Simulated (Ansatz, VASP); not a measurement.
**CdSe: VASP beside Ansatz**

```xyz
2
Lattice="0.0000 2.8740 2.8740 2.8740 0.0000 2.8740 2.8740 2.8740 0.0000" Properties=species:S:1:pos:R:3 pbc="T T T"
Cd    0.0000    0.0000    0.0000
Se    2.8740    2.8740    2.8740
```

Measurements of this composition are mostly on another form, of space group No. 186.

Alike in both runs: task relaxation of cell and atoms; functional revPBE; dispersion D4; k mesh 8 × 8 × 8; occupations fermi-dirac, width 0.05 eV; no spin polarisation.

|  | VASP | Ansatz |
| --- | --- | --- |
| version | VASP 6.6.1 | Ansatz 0.2.0 |
| potentials or method | VASP PAW PBE potentials, release 64 (Cd, Se) | Ansatz PAW |
| plane-wave cutoff (eV) | 600 | 420 |
| valence electrons in the cell | 18 | 36 |

|  | VASP | Ansatz | Ansatz less VASP |
| --- | --- | --- | --- |
| gap on the k mesh at the Fermi level, each at its own relaxed structure (eV) | none | none | - |
| relaxed volume (Å³/atom) | 22.58 | 22.47 | -0.103 |
| relaxed cell length with the largest relative difference (Å) | 3.997 | 3.991 | -0.0061 |
| energy change over the relaxation (meV/atom) | -12 | -14 | -2.2 |

A gap of «none» marks a metal or a gap that the smearing closes. The two sets of potentials don't hold the same shells in valence.

Caveats: pairwise dispersion overbinds metals, which lowers pressure and volume; the PAW data sets were made with another functional, which shifts forces and pressure a little (VASP); the plane-wave basis is chosen anew once the cell has moved, so the energies of steps on either side of that aren't comparable (Ansatz); the PAW data sets come from PBE, with cores solved anew for the run's functional, which leaves a small shift of forces and pressure (Ansatz).
